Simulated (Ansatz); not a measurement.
Crystal: Pt.

```xyz
1
Lattice="-1.5842 1.5842 1.5842 1.5842 -1.5842 1.5842 1.5842 1.5842 -1.5842" Properties=species:S:1:pos:R:3 pbc="T T T"
Pt    0.0000    0.0000    0.0000
```

This isn't the form of Pt at room conditions, which is fcc.

* Program: Ansatz 0.2.0
* Task: relaxation of cell and atoms
* Functional: PBE
* Dispersion: D3(BJ)
* Potentials or basis: Ansatz PAW
* Cutoff: 420 eV (not typed: the program's choice for these potentials)
* k mesh: 12 × 12 × 12
* Occupations: fermi-dirac, width 0.05 eV
* Spin: no spin polarisation

At the start: volume 15.90 Å³/atom.

Q: Where does the relaxation end?

A: It ends after 4 steps and the volume is 15.31 Å³/atom (-3.7 %); space group Im-3m (No. 229, to 0.05 Å).

The path:
```csv
step,energy change (eV),largest force (eV/Å),volume (Å³)
1,0.0000,0.0000,15.90
2,-0.0172,0.0000,15.40
3,-0.0177,0.0000,15.31
4,-0.0174,0.0000,15.31
```

Final structure:
```
CELL_PARAMETERS angstrom
-1.56438 1.56438 1.56438
1.56438 -1.56438 1.56438
1.56438 1.56438 -1.56438
ATOMIC_POSITIONS crystal
Pt 0.00000 0.00000 0.00000
```

Caveat: the plane-wave basis is chosen anew once the cell has moved, so the energies of steps on either side of that aren't comparable; pairwise dispersion overbinds metals, which lowers pressure and volume.
